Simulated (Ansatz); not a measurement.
# KI: the cost of one run

Program: Ansatz 0.2.0. Level of theory: DFT PBEsol, scalar-relativistic, plane waves, PAW. These are calculated values, not measurements.

## Step 1: The starting structure

The structure is cubic, space group Fm-3m (No. 225). Conventional cell: a = 7.049 Å, b = 7.049 Å, c = 7.049 Å, α = 90.00°, β = 90.00°, γ = 90.00°. K (site symmetry m-3m) is surrounded by 6 I at 3.52 Å. Around I (site symmetry m-3m) lie 6 K at 3.52 Å.

As a file:

```cif
data_structure
_symmetry_space_group_name_H-M 'P 1'
_symmetry_Int_Tables_number 1
_cell_length_a 4.9845
_cell_length_b 4.9845
_cell_length_c 4.9845
_cell_angle_alpha 60.000
_cell_angle_beta 60.000
_cell_angle_gamma 60.000
_cell_volume 87.57
loop_
_atom_site_label
_atom_site_type_symbol
_atom_site_fract_x
_atom_site_fract_y
_atom_site_fract_z
_atom_site_occupancy
K1 K 0.00000 0.00000 0.00000 1
I1 I 0.50000 0.50000 0.50000 1
```

The structure comes from the Crystallography Open Database.

(A quick probe on a coarse mesh, which set the mesh and smearing, is not shown.)

## Step 3: The relaxation

Input file input.yaml:

```yaml
crystal:
  lattice:
    - [0.0, 3.52455, 3.52455]
    - [3.52455, 0.0, 3.52455]
    - [3.52455, 3.52455, 0.0]
  atoms:
    - { symbol: K, position: [0.0, 0.0, 0.0] }
    - { symbol: I, position: [0.5, 0.5, 0.5] }
basis:
  ecutwfc: 420
kpoints:
  mp_grid: { grid: [6, 6, 6] }
hamiltonian:
  xc: pbesol
scf:
  occupations: { method: gaussian, width: 0.02 }
output:
  forces: true
  stress: true
  eigenvalues: true
relax:
  adjacent_minimum: "off"
  f_tol: 0.005
  max_steps: 80
  cell: { stress_tol: 0.05 }
```

Launch:

```console
$ ansatz run input.yaml --threads 4 --pin off --max-ram 9216MiB --backend cpu --events-out ev --progress --plain --runs-dir out
```

What time and memory should one allow on 4 threads of AMD EPYC 7R43 (Zen 3), shared host?

About 2 s, with a peak of 0.43 GiB.
